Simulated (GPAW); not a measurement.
MgO:

```
Mg O
1.0
     0.00000    2.09700    2.09700
     2.09700    0.00000    2.09700
     2.09700    2.09700    0.00000
Mg O
1 1
Direct
  0.00000 0.00000 0.00000
  0.50000 0.50000 0.50000
```

The cell is a database's computed one.

| Item | Value |
| --- | --- |
| Program | GPAW 26.7.0 |
| Task | single point |
| Functional | PBE |
| Potentials or basis | GPAW PAW data sets (gpaw-data 1.2.1) |
| Cutoff | 800 eV |
| Basis | pw |
| k mesh | 11 × 11 × 11 |
| Occupations | fermi-dirac, width 0.05 eV |
| Spin | no spin polarisation |

On this cell: pressure 7.0 GPa; largest force zero by symmetry; band gap on the k mesh 4.89 eV, direct.

The same run follows on a disturbed copy (atoms moved at random, drawn with an rms of 0.05 Å):

```xyz
2
Lattice="0.0000 2.0970 2.0970 2.0970 0.0000 2.0970 2.0970 2.0970 0.0000" Properties=species:S:1:pos:R:3 pbc="T T T"
Mg    0.0098   -0.0677    0.0085
O     2.1051    2.1162    2.0954
```

Task: What does the disturbed cell give?

Result: The energy moves by +11.6 meV/atom; pressure 7.8 GPa; largest force 0.545 eV/Å; band gap on the k mesh 4.89 eV, direct.

Forces on the atoms (eV/Å):
```
Mg  -0.010  0.542 -0.058
O    0.010 -0.542  0.058
```

Stress tensor (GPa, compression positive):
```
6.76 0.01 0.00
0.01 9.72 0.06
0.00 0.06 6.80
```

